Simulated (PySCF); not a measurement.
A species of formula C5H11N has this rotational fingerprint, computed with wB97X-D/def2-SVPD in PySCF (dipole) on a GFN2-xTB geometry, gas phase:

```
Rotational constants : A = 4565, B = 4453, C = 2586 MHz
Dipole components    : |μa| = 1.15 D, |μb| = 0.00 D, |μc| = 0.52 D
Inertial defect      : -28.78 u·Å²
κ                    : 0.89
```

Problem. Which candidate fits, each taken in the one conformer that was computed?
A. `[CH2:1]=[CH:2][CH2:3][NH:4][CH2:5][CH3:6]` with C1–C2–C3–N4 -114°, C2–C3–N4–C5 -70°, C3–N4–C5–C6 -174°
B. `[H]/[N:6]=[CH:5]/[CH2:4][CH2:3][CH2:2][CH3:1]` with C1–C2–C3–C4 178°, C2–C3–C4–C5 -65°, C3–C4–C5–N6 127°
C. `[CH2:1]1[CH2:2][CH2:3][NH:4][CH2:5][CH2:6]1` with C6–C1–C2–C3 -55°, C1–C2–C3–N4 56°, C2–C3–N4–C5 -56°, C3–N4–C5–C6 56°

Solution. C. It is C1CCNCC1, an asymmetric top, point group Cs. The candidates at the same level (rigid rotor, commonest isotopes):

| SMILES | A (MHz) | B (MHz) | C (MHz) | μa (D) | μb (D) | μc (D) | Δ (u·Å²) | point group | rotor |
| --- | --- | --- | --- | --- | --- | --- | --- | --- | --- |
| [H]/N=C/CCCC | 7660 | 1701 | 1515 | 0.78 | 0.53 | 1.63 | -29.55 | C1 | near-prolate asymmetric top |
| C1CCNCC1 | 4565 | 4453 | 2586 | 1.15 | 0.00 | 0.52 | -28.78 | Cs | asymmetric top |
| C=CCNCC | 10643 | 1506 | 1452 | 0.18 | 0.81 | 0.06 | -35.08 | C1 | near-prolate asymmetric top |

`[H]/N=C/CCCC` has A 68 % too high; `C=CCNCC` has A 133 % too high. In the right answer the mirror of this Cs structure is the ac plane, so μb vanishes by symmetry. No structure here is proved a minimum.
